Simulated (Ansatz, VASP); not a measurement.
**PbO in VASP and in Ansatz**

Contents of POSCAR:

```
PbO
1.0
    3.2417281001      0.0000000000      0.0000000000
    0.0000000000      3.2417281001      0.0000000000
    0.0000000000      0.0000000000      3.2417281001
Pb O
1 1
Direct
    0.0000000000      0.0000000000      0.0000000000
    0.5000000000      0.5000000000      0.5000000000
```

File INCAR.step1:

```
SYSTEM = PbO
PREC = Accurate
ENCUT = 520
ISMEAR = -1
SIGMA = 0.02
LREAL = .False.
LASPH = .True.
NELM = 60
NBANDS = 17
GGA = PE
ALGO = Normal
EDIFF = 1E-4
LWAVE = .True.
LCHARG = .False.
```

File INCAR.step2:

```
SYSTEM = PbO
PREC = Accurate
ENCUT = 520
EDIFF = 1E-6
ISMEAR = -1
SIGMA = 0.02
LREAL = .False.
LASPH = .True.
NELM = 60
ALGO = Normal
ISIF = 2
LWAVE = .False.
LCHARG = .True.
METAGGA = R2SCAN
LMIXTAU = .True.
LELF = .True.
LVHAR = .True.
NBANDS = 17
ISTART = 1
```

The input KPOINTS:

```
regular mesh
0
Gamma
  6 6 6
  0 0 0
```

Input for Ansatz:

```yaml
crystal:
  lattice:
    - [3.2417281001, 0.0, 0.0]
    - [0.0, 3.2417281001, 0.0]
    - [0.0, 0.0, 3.2417281001]
  atoms:
    - { symbol: Pb, position: [0.0, 0.0, 0.0] }
    - { symbol: O, position: [0.5, 0.5, 0.5] }
kpoints:
  mp_grid: { grid: [6, 6, 6] }
hamiltonian:
  xc: r2scan
scf:
  occupations: { method: fermi_dirac, width: 0.02 }
  n_extra_bands: 4
output:
  forces: true
  stress: true
  eigenvalues: true
```

Alike in both runs: task single point; functional r2SCAN; k mesh 6 × 6 × 6; occupations fermi-dirac, width 0.02 eV; no spin polarisation.

|  | VASP | Ansatz |
| --- | --- | --- |
| version | VASP 6.6.1 | Ansatz 0.2.0 |
| potentials or method | VASP PAW PBE potentials, release 64 (Pb_d, O) | plane waves, PAW |
| plane-wave cutoff (eV) | 520 | 500 |
| valence electrons in the cell | 20 | 20 |

|  | VASP | Ansatz | Ansatz less VASP |
| --- | --- | --- | --- |
| pressure (GPa) | -5.4 | -5.5 | -0.10 |

Caveats: the PAW data sets were made with another functional, which shifts forces and pressure a little (VASP); spin-orbit coupling is left out, which as a rule narrows the gap of such compounds by several tenths of an eV.
